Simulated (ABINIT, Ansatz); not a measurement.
**CdTe (F-43m): zone-centre phonons**

Aim: the zone-centre modes of CdTe (F-43m).

Method: DFT LDA, scalar-relativistic, plane waves, JTH PAW pseudopotentials, in ABINIT 10.8.3.

Most raw output is cut from this account.

### 1. The starting structure

It takes space group F-43m (No. 216, cubic). Conventional cell: a = 6.409 Å, b = 6.409 Å, c = 6.409 Å, α = 90.00°, β = 90.00°, γ = 90.00°. Nearest to Cd lie 4 Te at 2.78 Å. Te has 4 Cd at 2.78 Å nearest. Farther neighbours and most contacts between anions are not listed.

### 2. Relaxation

The harmonic expansion needs vanishing forces, and a free crystal bears no stress, so cell and atoms are brought to rest. Stress is more sensitive to the basis than forces are: the last 3 Ha under the cutoff are smoothed with ecutsm, and the cutoff is raised above that of the later runs.

The starting cell comes from a relaxation made beforehand in Ansatz (LDA, PAW).

relax.abi

```
# relaxation
ionmov 2
optcell 2
dilatmx 1.08
ntime 40
tolmxf 1.0d-05
tolvrs 1.0d-14
prtwf 0
prtden 0
chksymtnons 0

# basis, mesh and filling
ecut 24.0
ecutsm 3.0
pawecutdg 48.0
ngkpt 6 6 6
nshiftk 1
shiftk 0.0 0.0 0.0
istwfk *1
occopt 1
nband 9
nstep 100
diemac 9.0
prtebands 0
prtgsr 0

# cell and atoms
acell 8.563568729 8.563568729 8.563568729
rprim 
    0.0 0.7071067812 0.7071067812
    0.7071067812 0.0 0.7071067812
    0.7071067812 0.7071067812 0.0
ntypat 2
znucl 48 52
natom 2
typat 1 2
xred 
    0.0 0.0 0.0
    0.25 0.25 0.25
pp_dirpath "./pseudo"
pseudos "Cd.xml, Te.xml"
```

On the command line:

```
$ OMP_NUM_THREADS=1 mpirun -n 2 abinit relax.abi > relax.log
```

Elapsed: 2.2 min, on 2 MPI ranks of Intel Xeon at 2.70GHz, shared host.

Little changed from the start: no atom moved by 0.005 Å and no cell edge by 0.1 %.

Read from the output:

```yaml
volume_per_atom: 32.99 Å³
pressure: 4.76e-4 GPa
```

The volume changes by +0.3 % from the cell with which this run began.

### 3. Self-consistent run for the response

The response is built on these wavefunctions, so the potential is converged far more tightly than an energy would need. The mesh is shifted off Γ, since shifted meshes converge sums over the zone faster.

gs.abi

```
# ground state
tolvrs 1.0d-16
prtden 1
prtwf 1

# basis, mesh and filling
ecut 18.0
pawecutdg 36.0
ngkpt 4 4 4
nshiftk 4
shiftk 
    0.5 0.5 0.5
    0.5 0.0 0.0
    0.0 0.5 0.0
    0.0 0.0 0.5
istwfk *1
occopt 1
nband 9
nstep 100
diemac 9.0
prtebands 0
prtgsr 0

# cell and atoms
acell 8.571599332 8.571599332 8.571599332
rprim 
    0.0 0.7071067812 0.7071067812
    0.7071067812 0.0 0.7071067812
    0.7071067812 0.7071067812 0.0
ntypat 2
znucl 48 52
natom 2
typat 1 2
xred 
    0.0 0.0 0.0
    0.25 0.25 0.25
pp_dirpath "./pseudo"
pseudos "Cd.xml, Te.xml"
```

On the command line:

```
$ OMP_NUM_THREADS=1 mpirun -n 2 abinit gs.abi > gs.log
```

Elapsed: 19 s, on 2 MPI ranks.

This step gave:

```
pressure : -0.2534 GPa
```

The cell stands at -0.25 GPa: the relaxation ran with a smoothed and higher cutoff and on another k mesh.

### 4. The gap at rest

Empty bands on the ground state's density check that the gap assumed so far is there in this cell.

gap.abi

```
# empty bands on the ground state's density
iscf -2
getden_filepath "gso_DEN"
tolwfr 1.0d-12
nbdbuf 2
prtwf 0

# basis, mesh and filling
ecut 18.0
pawecutdg 36.0
ngkpt 6 6 6
nshiftk 1
shiftk 0.0 0.0 0.0
istwfk *1
occopt 1
nband 13
nstep 100
diemac 9.0
prtebands 0
prtgsr 0

# cell and atoms
acell 8.571599332 8.571599332 8.571599332
rprim 
    0.0 0.7071067812 0.7071067812
    0.7071067812 0.0 0.7071067812
    0.7071067812 0.7071067812 0.0
ntypat 2
znucl 48 52
natom 2
typat 1 2
xred 
    0.0 0.0 0.0
    0.25 0.25 0.25
pp_dirpath "./pseudo"
pseudos "Cd.xml, Te.xml"
```

On the command line:

```
$ OMP_NUM_THREADS=1 mpirun -n 2 abinit gap.abi > gap.log
```

Run time: 21 s. Hardware: 2 MPI ranks.

This step gave:

| Quantity | Value |
| --- | --- |
| gap on the k-mesh | 0.6071 eV |

In this cell the gap on the mesh is 0.61 eV, direct, so fixed occupations hold.

### 5. Linear response at Γ

The derivative of the wavefunctions by k comes first, since the response to a field is built on it; then the field and the displacements that symmetry doesn't supply are solved at q = 0.

It reads the wavefunctions written in step 3.

dfpt_gamma.abi

```
ndtset 2

# common to the responses
getwfk_filepath "gso_WFK"
kptopt 2
nqpt 1
qpt 0.0 0.0 0.0
asr 0
chneut 0

# d/dk
rfelfd1 2
rfdir1 1 1 1
iscf1 -3
tolwfr1 1.0d-20

# displacements, field
rfphon2 1
rfatpol2 1 2
rfdir2 1 1 1
rfelfd2 3
getddk2 1
tolvrs2 1.0d-10
prtwf2 0

# basis, mesh and filling
ecut 18.0
pawecutdg 36.0
ngkpt 4 4 4
nshiftk 4
shiftk 
    0.5 0.5 0.5
    0.5 0.0 0.0
    0.0 0.5 0.0
    0.0 0.0 0.5
istwfk *1
occopt 1
nband 9
nstep 100
diemac 9.0
prtebands 0
prtgsr 0

# cell and atoms
acell 8.571599332 8.571599332 8.571599332
rprim 
    0.0 0.7071067812 0.7071067812
    0.7071067812 0.0 0.7071067812
    0.7071067812 0.7071067812 0.0
ntypat 2
znucl 48 52
natom 2
typat 1 2
xred 
    0.0 0.0 0.0
    0.25 0.25 0.25
pp_dirpath "./pseudo"
pseudos "Cd.xml, Te.xml"
```

On the command line:

```
$ OMP_NUM_THREADS=1 mpirun -n 2 abinit dfpt_gamma.abi > dfpt_gamma.log
```

It took 20 min on 2 MPI ranks.

Read from the output:

```
miss of the charge sum rule                                       : 0.02818 e
largest acoustic frequency at the zone centre before the sum rule : -6 cm⁻¹
highest optical zone-centre mode (no LO-TO term)                  : 149.5 cm⁻¹
lowest optical zone-centre mode                                   : 149.5 cm⁻¹
mean high-frequency dielectric constant                           : 9.320
largest Born charge in size (third of the trace)                  : 2.177 e
```

Born charge (rows field, columns displacement), before the sum rule (e), principal values of the symmetric part by kind of site:

```tsv
atom	atoms with these values	low	middle	high	mean
Cd1	1	2.15	2.15	2.15	2.15
Te2	1	-2.18	-2.18	-2.18	-2.18
```

In full for Te2:

```
-2.18  0.00  0.00
 0.00 -2.18  0.00
 0.00  0.00 -2.18
```

High-frequency dielectric tensor:

```
9.32 0.00 0.00
0.00 9.32 0.00
0.00 0.00 9.32
```

The acoustic modes at Γ come out as far as 6.0 cm⁻¹ from zero, where they should vanish, a small numerical error; the Born charges miss their sum rule by 0.028 e, which is fair.

### 6. Zone-centre analysis

anaddb reads the merged derivatives, imposes the acoustic sum rule and charge neutrality, and adds the LO-TO term along chosen directions.

anaddb.abi

```
ddb_filepath "gamma_DDB"
output_file "anaddb.abo"
outdata_prefix "anaddb"
asr 1
chneut 1
enunit 2
eivec 1
nph1l 1
qph1l 0.0 0.0 0.0 1.0
dieflag 1
nph2l 3
qph2l 
    1.0 0.0 0.0 0.0
    0.0 0.0 1.0 0.0
    1.0 1.0 1.0 0.0
```

mrgddb.in

```
gamma_DDB
merged
1
dfpt_gammao_DS2_DDB
```

On the command line:

```
$ mrgddb < mrgddb.in > mrgddb.log
$ OMP_NUM_THREADS=1 anaddb anaddb.abi > anaddb.log
```

The job ended after 0.74 s (1 thread).

Read from the output:

```yaml
highest_optical_zone_centre_mode_no_lo_to_term: 149.6 cm⁻¹
lowest_optical_zone_centre_mode: 149.6 cm⁻¹
mean_static_dielectric_constant: 11.93
highest_mode_moved_by_the_lo_to_term: 169.3 cm⁻¹
```

No LO-TO term; unit eigenvectors of the mass-weighted matrix, from anaddb's displacements. Modes at Γ, with each element's share of the kinetic energy:

```tsv
mode	frequency (cm⁻¹)	symmetry	Cd %	Te %
1	0.0	acoustic	47	53
2	0.0	acoustic	47	53
3	0.0	acoustic	47	53
4	149.6	T2	53	47
5	149.6	T2	53	47
6	149.6	T2	53	47
```

Displacements in mode 5 (149.6 cm⁻¹), the largest set to 1:
```
Cd1  0.00  1.00  0.00
Te2  0.00 -0.88  0.00
```

Trace of the oscillator strength, degenerate modes summed. Infrared lines, with heights relative to the strongest:

```tsv
position (cm⁻¹)	lines merged	IR intensity, relative
150	3	100
```

Static dielectric tensor (ions relaxed, fixed cell):

```
11.93  0.00  0.00
 0.00 11.93  0.00
 0.00  0.00 11.93
```

The rule moves no optical mode by more than 0.2 cm⁻¹.

### 7. Sum rules set otherwise (asr 0)

Without the rule the raw error of the acoustic modes shows.

Changes to anaddb.abi since step 6:

```diff
@@ -3,4 +3,4 @@
 outdata_prefix "anaddb"
-asr 1
-chneut 1
+asr 0
+chneut 0
 enunit 2
```

mrgddb.in is that of step 6.

It took 0.78 s on 1 thread.

This step gave:

| Item | Value |
| --- | --- |
| highest optical zone-centre mode (no LO-TO term) | 149.5 cm⁻¹ |
| lowest optical zone-centre mode | 149.5 cm⁻¹ |

Zone-centre frequencies as printed; negative means imaginary. Modes:

```tsv
mode	frequency (cm⁻¹)
1	-6
2	-6
3	-6
4	149.5
5	149.5
6	149.5
```

### 8. Outcome

* space group after relaxation: F-43m
* volume per atom: 33.0 Å³
* highest optical zone-centre mode (no LO-TO term): 149.6 cm⁻¹
* highest mode moved by the LO-TO term: 169.3 cm⁻¹
* mean high-frequency dielectric constant: 9.32
* largest Born charge in size (third of the trace): 2.18 e
* mean static dielectric constant: 11.9
* imaginary optical modes at the zone centre (no q mesh in this session): none

**Reading.** At the LDA level the optical modes of CdTe (F-43m) at the zone centre (no LO-TO term) lie at 150 cm⁻¹. Along the directions run, the highest mode that the macroscopic field moves lies at 169 cm⁻¹. Lattice motion raises the mean dielectric constant from 9.320 to 11.93. The Born charge of Te is -2.177 e against a formal charge of -2, close to the ionic value. The Lyddane-Sachs-Teller relation holds: (ωLO/ωTO)² is 1.28 and ε₀/ε∞ is 1.28. These are harmonic frequencies at zero temperature: anharmonic shifts and linewidths and thermal expansion are left out. Spin-orbit coupling is left out, which can matter for the heavy elements here.

[Host names and launcher messages were left out of these logs when they were recorded.]

[Logs are printed without paths, hosts, clocks, repeated set-up lines and the standing remarks that a program may print on its own settings, such as how far it seeks lower states.]

[Hosts, paths, dates, database ids (printed as entryN), source tags and the programs' standing remarks are cut or masked in the printed files.]
